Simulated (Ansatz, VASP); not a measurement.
Two plane-wave programs on Os

```
Os
1.0
     2.75593    0.00000    0.00000
    -1.37796    2.38670    0.00000
     0.00000    0.00000    4.34265
Os
2
Direct
  0.33333 0.66667 0.25000
  0.66667 0.33333 0.75000
```

Alike in both runs: task single point; functional PBE; k mesh 13 × 13 × 7; occupations fermi-dirac, width 0.1 eV; no spin polarisation.

```csv
,VASP,Ansatz
version,VASP 6.6.1,Ansatz 0.2.0
potentials or method,"VASP PAW PBE potentials, release 64 (Os)","plane waves (420 eV) with PAW, scalar-relativistic"
plane-wave cutoff (eV),520,420
valence electrons in the cell,16,32
```

VASP gave:

```
pressure (GPa)                                  : -0.2
largest component of the traceless stress (GPa) : 0.07
```

Which values does Ansatz return?

Pressure (GPa): 0.0; largest component of the traceless stress (GPa): 0.01.

The two sets of potentials don't hold the same shells in valence.

The runs have no spin-orbit coupling, so splittings on Os are missing.
